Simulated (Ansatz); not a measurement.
## All-electron equations of state of elemental crystals

All-electron LAPW (Ansatz 0.2.0), scalar-relativistic, no spin, Fermi–Dirac smearing 0.136 eV, k-meshes of 8 to 18 points an axis; Birch–Murnaghan fits to pressures. Some or most of these lattices are hypothetical for the element, and V0 is the minimum nearest the starting volume; lattices without a usable fit are left out; mesh and smearing are coarse, and magnetic elements are treated as non-magnetic.

| element | lattice | functional | V0 (Å³/atom) | B0 (GPa) | B′ | k-points per axis |
| --- | --- | --- | --- | --- | --- | --- |
| Ge | bcc | PBE | 19.26 | 64 | 4.5 | 14 |
| Ge | bcc | PBEsol | 18.28 | 75 | 4.4 | 14 |
| Ge | diamond | LDA | 22.24 | 70 | 4.8 | 8 |
| Ge | diamond | PBE | 23.95 | 58 | 4.7 | 8 |
| Ge | diamond | PBEsol | 22.88 | 65 | 4.7 | 8 |
| Ge | fcc | PBE | 19.58 | 61 | 4.4 | 13 |
| Ge | fcc | PBEsol | 18.54 | 71 | 4.5 | 13 |
| Ge | sc | LDA | 18.55 | 80 | 4.4 | 12 |
| Ge | sc | PBE | 20.00 | 66 | 4.6 | 12 |
| Ge | sc | PBEsol | 19.02 | 76 | 4.4 | 12 |

(1) Give V0 and B0 for fcc Ge in LDA.

(2) Give V0 and B0 for bcc Ge in LDA.

Results:

(1) 18.21 Å³/atom and 74.5 GPa.

(2) 17.87 Å³/atom and 78.6 GPa.
